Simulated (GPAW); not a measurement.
Set up this calculation in GPAW 26.7.0, as an ASE script.

| Item | Value |
| --- | --- |
| Task | Fermi surface |
| Functional | PBEsol |
| Dispersion | D3 |
| Potentials or basis | PAW data sets generated in the run's folder for this functional |
| Cutoff | 680 eV |
| Basis | pw |
| k mesh | 5 × 5 × 5 |
| Occupations | fermi-dirac, width 0.01 eV |
| Spin | no spin polarisation |
| Maxiter | 75 |
| Fermi k mesh | 8 × 8 × 8 |
| Mixer | msr1 nmaxold=20 |

The structure of ZrN lies in POSCAR:

```
ZrN
1.0
    0.0000000000      2.3000000000      2.3000000000
    2.3000000000      0.0000000000      2.3000000000
    2.3000000000      2.3000000000      0.0000000000
Zr N
1 1
Direct
    0.5000000000      0.5000000000      0.5000000000
    0.0000000000      0.0000000000      0.0000000000
```

One way to write it, as run:

run.py

```python
import json
import numpy as np
from ase.calculators.mixing import SumCalculator
from ase.dft.bandgap import bandgap
from ase.io import read, write
from ase.units import GPa
from dftd3.ase import DFTD3
from gpaw import GPAW, PW, setup_paths

setup_paths.insert(0, '.')

atoms = read('POSCAR')

calc = GPAW(mode=PW(680),
            xc='PBEsol',
            kpts={'size': (5, 5, 5), 'gamma': True},
            occupations={'name': 'fermi-dirac', 'width': 0.01},
            nbands=19,
            convergence={'density': 1e-05, 'energy': 1e-05},
            mixer={'backend': 'msr1', 'nmaxold': 20},
            maxiter=75,
            txt='gpaw.txt')
atoms.calc = SumCalculator([calc, DFTD3(method='pbesol', damping='d3zero')])
energy = atoms.get_potential_energy()
forces = atoms.get_forces()
stress = atoms.get_stress()
calc.write('gs.gpw')
write('result.traj', atoms)
print(f'Energy: {energy:.6f} eV')
print('Forces (eV/A):')
print(forces.round(4))
print('Stress (GPa):', (stress / GPa).round(3))
print('Fermi level:', round(calc.get_fermi_level(), 4), 'eV')
print(f'Gap: {bandgap(calc)[0]:.4f} eV, direct: {bandgap(calc, direct=True)[0]:.4f} eV')

size = (8, 8, 8)
dense = calc.fixed_density(kpts={'size': size, 'gamma': True}, update_fermi_level=True,
                           convergence={'bands': 'CBM+2.0', 'eigenstates': 1e-7}, txt='dense.txt')
ef = dense.get_fermi_level()
index = np.round(dense.get_bz_k_points() * size).astype(int) % size
recip = 2 * np.pi * atoms.cell.reciprocal()
sheets = []
for s, e_kn in enumerate(dense.eigenvalues()):
    for n in range(e_kn.shape[1] - 2):
        if e_kn[:, n].min() < ef < e_kn[:, n].max():
            e = np.empty(size)
            e[tuple(index.T)] = e_kn[dense.get_bz_to_ibz_map(), n] - ef
            de = np.array([(np.roll(e, -1, c) - np.roll(e, 1, c)) * size[c] / 2 for c in range(3)])
            v = np.linalg.norm(np.einsum('vc,cxyz->vxyz', np.linalg.inv(recip), de), axis=0)
            w = np.exp(-(e / 0.1)**2) / (0.1 * np.pi**0.5)
            sheets.append({'spin': s, 'band': n, 'filled': (e < 0).mean(), 'dos': w.mean(), 'bottom': e.min(), 'top': e.max(),
                           'velocity': (w * v).sum() / w.sum() * 1.519267e5, 'slice': e[:, :, 0].round(3).tolist()})
            print(f'spin {s} band {n}: filled share {sheets[-1]["filled"]:.3f}, from {e.min():.3f} to {e.max():.3f} eV,',
                  f'{w.mean():.3f} states/eV, mean velocity {sheets[-1]["velocity"]:.3e} m/s')
print('Fermi level on the dense mesh:', round(ef, 4), 'eV,', len(sheets), 'sheets')
json.dump({'ef': ef, 'sheets': sheets}, open('fermi.json', 'w'))
```

Potentials or basis: PAW data sets generated in the run's folder for this functional, pw.

The run is started by

```console
$ gpaw-setup -f PBEsol N Zr
$ OMP_NUM_THREADS=1 python run.py
```

It gave:

```
Pressure                   : -15.9 GPa
Band gap on the k mesh     : none (metal or under the smearing width)
Dispersion energy per atom : -0.249 eV
```

Caveat: the k mesh is coarse (spacing up to 0.47 Å⁻¹), so the values aren't converged; the cutoff is short for stress and forces, so pressures can be off by a GPa or more; so large a pressure means that the cell lies far from this level's equilibrium, or that cutoff or potentials fall short; pairwise dispersion overbinds metals, which lowers pressure and volume.

Run time: 10 s on 1 thread of AMD EPYC 7R13 Processor (Zen 3) (shared host), peak memory 0.18 GiB.
